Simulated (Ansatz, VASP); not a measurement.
# CdTe in two plane-wave programs, part 2 of 2

Wanted: the spread between two codes on one cell, functional and k mesh.

VASP 6.6.1 and Ansatz 0.2.0.

So far: Starting point; VASP: band structure, HSEsol; Ansatz: band structure, HSEsol.

## (4) Side by side

Known differences besides the potentials themselves: exact exchange at q = 0 is treated differently, which shows on coarse meshes; VASP keeps PBE cores, Ansatz makes them for the functional; the data sets hold 36 valence electrons in Ansatz (default PAW (the set named soft_2) files) and 18 in VASP; the cutoff is 420 eV in Ansatz and 400 eV in VASP; VASP takes a coarser grid for exact exchange (PRECFOCK = Fast). Total energies have different zeros and are not compared.

Both answers:

| quantity | Ansatz | VASP | difference |
| --- | --- | --- | --- |
| gap over the path points (eV) | 1.538 | 1.448 | +0.089 |

Levels at points of the path, from each program's valence-band top (eV; 4 filled, then empty):

```csv
k (reciprocal lattice),Ansatz,VASP
0.000 0.000 0.000,-9.37 0.00 0.00 0.00 1.54 5.43 5.43,-9.33 0.00 0.00 0.00 1.45 5.42 5.42
0.500 0.000 0.500,-8.73 -4.65 -2.02 -2.02 3.19 3.40 9.84,-8.70 -4.66 -2.02 -2.02 3.17 3.41 9.90
0.500 0.200 0.700,-8.66 -4.51 -2.48 -2.33 4.89 4.93 7.00,-8.63 -4.52 -2.49 -2.34 4.89 4.94 6.97
0.400 0.350 0.750,-8.69 -4.52 -2.76 -1.73 3.71 5.35 8.03,-8.66 -4.53 -2.77 -1.74 3.70 5.36 8.03
0.150 0.150 0.300,-9.36 -2.58 -1.12 -0.30 3.35 5.34 5.94,-9.31 -2.60 -1.13 -0.30 3.30 5.34 5.93
0.200 0.200 0.200,-9.38 -2.23 -0.33 -0.33 2.72 5.72 5.89,-9.33 -2.25 -0.33 -0.33 2.67 5.72 5.89
0.550 0.400 0.550,-8.86 -4.67 -1.72 -1.07 3.46 5.53 6.59,-8.83 -4.68 -1.73 -1.07 3.43 5.54 6.58
0.600 0.250 0.650,-8.69 -4.52 -2.76 -1.73 3.71 5.35 8.03,-8.66 -4.53 -2.77 -1.74 3.70 5.36 8.03
0.500 0.250 0.750,-8.65 -4.49 -2.53 -2.36 5.23 5.35 6.45,-8.62 -4.50 -2.54 -2.37 5.25 5.37 6.40
0.500 0.500 0.500,-8.92 -4.79 -0.84 -0.84 2.58 6.01 6.01,-8.89 -4.80 -0.84 -0.84 2.54 6.01 6.01
```

Among the levels compared at these points, filled levels agree within 45 meV and empty ones within 89 meV.

## (5) Ansatz: band structure, HSE06, spin-orbit coupling

The same path points are solved in both programs, so levels can be compared one by one.

input.yaml reads:

```yaml
crystal:
  lattice:
    - [0.0, 3.24, 3.24]
    - [3.24, 0.0, 3.24]
    - [3.24, 3.24, 0.0]
  atoms:
    - { symbol: Cd, position: [0.0, 0.0, 0.0] }
    - { symbol: Te, position: [0.25, 0.25, 0.25] }
hamiltonian:
  xc: { exchange: pbe, correlation: pbe, exx: { coeff: 0.25, omega: 0.2 } }
  pseudopotentials: { kind: paw_fr }
magnetization:
  noncollinear: true
  spin_orbit: true
kpoints:
  mp_grid: { grid: [4, 4, 4] }
  band_path:
    path:
      - [0.0, 0.0, 0.0]
      - [0.5, 0.0, 0.5]
      - [0.5, 0.2, 0.7]
      - [0.4, 0.35, 0.75]
      - [0.15, 0.15, 0.3]
      - [0.2, 0.2, 0.2]
      - [0.55, 0.4, 0.55]
      - [0.6, 0.25, 0.65]
      - [0.5, 0.25, 0.75]
      - [0.5, 0.5, 0.5]
      - [0.375, 0.375, 0.75]
      - [0.5, 0.0, 0.5]
    npoints: 1
scf:
  occupations: { method: gaussian, width: 0.02 }
  n_extra_bands: 14
output:
  forces: true
  stress: true
  eigenvalues: true
```

The run is started by

```
$ ansatz run input.yaml --threads 4 --pin off --max-ram 9216MiB --backend cpu --events-out ev --progress --plain --runs-dir out
```

Numbers of over 12 decimals in the logs are rounded to 6 here.

The program printed:

```text
[...]
non-collinear run that drives no moment, with spin-orbit: no starting moment large enough to seed its density (crystal.atoms[].spin), no starting occupations that ask for one, no magnetisation constraint and no magnetic field, so the semilocal B_xc is pinned to zero
Crystal: 2 atoms, lattice volume = 68.024 Å³
[...]
k-point 0: bands = [... 32 lower, 7.2866, 7.2866, 7.2866, 7.2866, 8.6565, 8.6565, 12.2280, 12.2280, ... 10 higher]
  k-point 1: bands = [... 32 lower, 6.2355, 6.2355, 6.8055, 6.8243, 9.8495, 9.8495, 12.9321, 12.9321, ... 10 higher]
  k-point 2: bands = [... 32 lower, 5.8516, 5.8516, 6.4315, 6.4315, 9.6582, 9.6582, 12.9787, 12.9787, ... 10 higher]
  k-point 7: bands = [... 32 lower, 4.1438, 4.6563, 4.6928, 4.7166, 11.9971, 12.4163, 12.4334, 12.4980, ... 10 higher]
[key lines of the parts left out:]
Magnetization: |M| = 0.0000 μB,  M = (+0.0000, +0.0000, +0.0000) μB
Free energy (F): -15240.591384 eV
Fermi energy:    7.971706 eV
P = ⅓ Tr σ = 1.8526 GPa (18.526 kbar)
```

It took 1.9 min on 4 threads of Arm Neoverse V2, shared host; peak memory 1.5 GiB.

## (6) VASP: band structure, HSE06, spin-orbit coupling

The same cell, functional, mesh and smearing now go to VASP, with its own data sets and cutoff.

The run reads the wave functions of an earlier VASP run, which isn't shown here.

INCAR reads:

```
SYSTEM = CdTe
PREC = Accurate
ENCUT = 400
EDIFF = 1E-06
NELM = 100
ISMEAR = 0
SIGMA = 0.02
LREAL = .FALSE.
ALGO = Normal
LHFCALC = .TRUE.
AEXX = 0.25
GGA = PE
HFSCREEN = 0.2
LASPH = .TRUE.
LNONCOLLINEAR = .TRUE.
MAGMOM = 0 0 0 0 0 0
NBANDS = 30
GGA_COMPAT = .FALSE.
LSORBIT = .TRUE.
PRECFOCK = Fast
LORBIT = 11
LWAVE = .FALSE.
LCHARG = .FALSE.
KPAR = 4
```

POSCAR reads:

```
CdTe
1.0
    0.0000000000      3.2400000000      3.2400000000
    3.2400000000      0.0000000000      3.2400000000
    3.2400000000      3.2400000000      0.0000000000
Cd Te
1 1
Direct
    0.0000000000      0.0000000000      0.0000000000
    0.2500000000      0.2500000000      0.2500000000
```

KPOINTS reads:

```
Automatic mesh
0
Gamma
4 4 4
0 0 0
```

KPOINTS_OPT reads:

```
Line mode
6
Line-mode
Reciprocal
  0.00000000   0.00000000   0.00000000 GAMMA
  0.50000000   0.00000000   0.50000000 X

  0.50000000   0.00000000   0.50000000 X
  0.50000000   0.25000000   0.75000000 W

  0.50000000   0.25000000   0.75000000 W
  0.37500000   0.37500000   0.75000000 K

  0.37500000   0.37500000   0.75000000 K
  0.00000000   0.00000000   0.00000000 GAMMA

  0.00000000   0.00000000   0.00000000 GAMMA
  0.50000000   0.50000000   0.50000000 L

  0.50000000   0.50000000   0.50000000 L
  0.62500000   0.25000000   0.62500000 U

  0.62500000   0.25000000   0.62500000 U
  0.50000000   0.25000000   0.75000000 W

  0.50000000   0.25000000   0.75000000 W
  0.50000000   0.50000000   0.50000000 L

  0.50000000   0.50000000   0.50000000 L
  0.37500000   0.37500000   0.75000000 K

  0.62500000   0.25000000   0.62500000 U
  0.50000000   0.00000000   0.50000000 X
```

The projector-augmented-wave data sets are Cd and Te (PBE family, release 64).

The run is started by

```
$ mpirun -np 4 vasp_ncl
```

The program printed:

```text
[banner, memory and clock lines left out]
running    4 mpi-ranks, on    1 nodes
[...]
LDA part: xc-table for (Slater+PW92), standard interpolation
 found WAVECAR, reading the header
 POSCAR, INCAR and KPOINTS ok, starting setup
[...]
reading WAVECAR
 the WAVECAR file was read successfully
 initial charge from wavefunction
 entering main loop
       N       E                     dE             d eps       ncg     rms          rms(c)
DAV:   1    -0.610246826205E+01   -0.61025E+01   -0.11273E+00   600   0.819E+00    0.957E+00
DAV:   2    -0.611025368785E+01   -0.77854E-02   -0.59830E-02   654   0.271E+00    0.627E+00
DAV:   3    -0.610961720750E+01    0.63648E-03   -0.43535E-03   742   0.712E-01    0.392E+00
DAV:   4    -0.610943584494E+01    0.18136E-03   -0.29445E-04   692   0.173E-01    0.236E+00
[...]
DAV:  11    -0.610945765810E+01   -0.25882E-05   -0.63018E-08   372   0.207E-03    0.652E-02
DAV:  12    -0.610945961939E+01   -0.19613E-05   -0.27216E-08   366   0.137E-03    0.389E-02
DAV:  13    -0.610946053494E+01   -0.91555E-06   -0.10744E-08   354   0.924E-04
   1 F= -.61094605E+01 E0= -.61094605E+01  d E =-.726197E-13  mag=    -0.0000     0.0000     0.0000
 Start KPOINTS_OPT (optional k-point list driver)
k-point batch [1-10\60]
       N       E                     dE             ncg
DAV:   1     0.285958542936E+03   -0.29197E+04      600
DAV:   2    -0.896577865060E+03   -0.11825E+04      648
DAV:   3    -0.964354079468E+03   -0.67776E+02      714
DAV:   4    -0.965804195959E+03   -0.14501E+01      852
DAV:   5    -0.965819402441E+03   -0.15206E-01      728
DAV:   6    -0.965819669859E+03   -0.26742E-03      848
DAV:   7    -0.965819676168E+03   -0.63090E-05      596
DAV:   8    -0.965819676399E+03   -0.23040E-06      540
[...]
k-point batch [51-60\60]
       N       E                     dE             ncg
DAV:   1     0.247898661267E+03   -0.45492E+04      608
DAV:   2    -0.936498514509E+03   -0.11844E+04      666
DAV:   3    -0.999631889057E+03   -0.63133E+02      712
DAV:   4    -0.100091362449E+04   -0.12817E+01      844
DAV:   5    -0.100092456383E+04   -0.10939E-01      704
DAV:   6    -0.100092467778E+04   -0.11395E-03      850
DAV:   7    -0.100092467923E+04   -0.14525E-05      538
DAV:   8    -0.100092467926E+04   -0.33056E-07      502
```

OUTCAR, selected parts (step 6):

```text
 POSITION                                       TOTAL-FORCE (eV/Angst)
 -----------------------------------------------------------------------------------
      0.00000      0.00000      0.00000         0.000000      0.000000      0.000000
      1.62000      1.62000      1.62000        -0.000000     -0.000000     -0.000000
 -----------------------------------------------------------------------------------
    total drift:                                0.000000      0.000001      0.000000

  FREE ENERGIE OF THE ION-ELECTRON SYSTEM (eV)
  ---------------------------------------------------
  free  energy   TOTEN  =        -6.1094605349 eV

  energy  without entropy=       -6.1094605349  energy(sigma->0) =       -6.10946053

 magnetization (x)
# of ion       s       p       d       tot
------------------------------------------
    1       -0.000   0.000  -0.000   0.000
    2       -0.000   0.000  -0.000   0.000
--------------------------------------------------
tot         -0.000   0.000  -0.000   0.000

 magnetization (y)
# of ion       s       p       d       tot
------------------------------------------
    1       -0.000   0.000  -0.000  -0.000
    2       -0.000   0.000  -0.000  -0.000
--------------------------------------------------
tot         -0.000   0.000  -0.000  -0.000

 magnetization (z)
# of ion       s       p       d       tot
------------------------------------------
    1        0.000  -0.000  -0.000  -0.000
    2        0.000  -0.000  -0.000  -0.000
--------------------------------------------------
tot          0.000  -0.000  -0.000  -0.000

[... 1 part as in an earlier step ...]

[... 2 further parts left out ...]
[key lines of the parts left out:]
E-fermi :   2.2211
```

## (7) Side by side

What differs besides the data sets and the points named for the pairs above, as far as they apply: spin-orbit coupling enters by fully relativistic files in Ansatz and inside the spheres in VASP; the data sets hold 36 valence electrons in Ansatz (fully relativistic PAW (standard-fr) files) and 18 in VASP. Total energies have different zeros and are not compared.

Compared:

```csv
quantity,Ansatz,VASP,difference
gap over the path points (eV),1.370,1.298,+0.072
```

Levels at points of the path, from each program's valence-band top (eV; 8 filled, then empty):

```csv
k (reciprocal lattice),Ansatz,VASP
0.000 0.000 0.000,-9.49 -9.49 -0.94 -0.94 0.00 0.00 0.00 0.00 1.37 1.37 4.94 4.94 5.29 5.29,-9.42 -9.42 -0.87 -0.87 0.00 0.00 0.00 0.00 1.30 1.30 4.98 4.98 5.31 5.31
0.500 0.000 0.500,-8.92 -8.92 -4.94 -4.94 -2.50 -2.50 -2.13 -2.13 3.00 3.00 3.18 3.18 9.48 9.48,-8.87 -8.87 -4.92 -4.92 -2.47 -2.47 -2.12 -2.12 3.00 3.00 3.20 3.20 9.57 9.57
0.500 0.200 0.700,-8.93 -8.79 -4.92 -4.66 -3.09 -2.63 -2.53 -2.53 4.45 4.69 4.73 4.82 6.71 6.83,-8.88 -8.74 -4.89 -4.65 -3.03 -2.62 -2.52 -2.52 4.50 4.71 4.75 4.85 6.71 6.83
0.400 0.350 0.750,-8.96 -8.82 -4.93 -4.67 -3.24 -2.91 -2.02 -1.97 3.46 3.51 5.01 5.21 7.72 7.80,-8.91 -8.77 -4.89 -4.66 -3.20 -2.90 -2.00 -1.96 3.48 3.52 5.05 5.24 7.74 7.81
0.150 0.150 0.300,-9.45 -9.40 -2.96 -2.83 -1.59 -1.37 -0.54 -0.52 3.06 3.20 5.07 5.18 5.67 5.68,-9.39 -9.34 -2.94 -2.83 -1.55 -1.35 -0.52 -0.51 3.04 3.17 5.09 5.20 5.69 5.71
0.200 0.200 0.200,-9.46 -9.46 -2.56 -2.56 -0.91 -0.91 -0.35 -0.33 2.52 2.52 5.48 5.48 5.55 5.55,-9.40 -9.39 -2.55 -2.55 -0.86 -0.86 -0.35 -0.33 2.49 2.49 5.51 5.51 5.58 5.58
0.550 0.400 0.550,-9.09 -8.98 -5.00 -4.89 -2.18 -2.00 -1.31 -1.28 3.18 3.29 5.29 5.33 6.33 6.33,-9.03 -8.93 -4.98 -4.88 -2.14 -1.97 -1.30 -1.27 3.18 3.28 5.32 5.35 6.35 6.36
0.600 0.250 0.650,-8.96 -8.82 -4.93 -4.67 -3.24 -2.91 -2.02 -1.97 3.46 3.51 5.01 5.21 7.72 7.80,-8.91 -8.77 -4.89 -4.66 -3.20 -2.90 -2.00 -1.96 3.48 3.52 5.05 5.24 7.74 7.81
0.500 0.250 0.750,-8.93 -8.78 -4.91 -4.62 -3.14 -2.63 -2.59 -2.57 4.71 5.13 5.15 5.21 6.13 6.31,-8.88 -8.73 -4.88 -4.62 -3.09 -2.63 -2.58 -2.56 4.77 5.17 5.17 5.24 6.12 6.29
0.500 0.500 0.500,-9.08 -9.08 -5.07 -5.07 -1.44 -1.44 -0.85 -0.85 2.37 2.37 5.69 5.69 5.84 5.84,-9.02 -9.02 -5.05 -5.05 -1.39 -1.39 -0.85 -0.85 2.35 2.35 5.72 5.72 5.84 5.84
```

Among the levels compared at these points, filled levels agree within 78 meV and empty ones within 93 meV.

## (8) Outcome

| Property | Result |
| --- | --- |
| difference in gap over the path points (band structure, HSEsol) | 0.089 eV |
| difference in gap over the path points (band structure, HSE06, spin-orbit coupling) | 0.072 eV |

The difference in gap over the path points is 0.089 eV (band structure, HSEsol), beyond the 0.08 eV picked in this series as the mark of a large difference. Such differences can come from data sets, numerical settings and the points named under the comparisons, not from the functional's error against experiment.

[Lines on the potential files, build, host, timing and source positions are cut from VASP's logs without a mark.]

[Logs are printed without paths, hosts, clocks, repeated set-up lines and the standing remarks that a program may print on its own settings, such as how far it seeks lower states.]

[Hosts, paths, dates, database ids (printed as entryN), source tags and the programs' standing remarks are cut or masked in the printed files.]
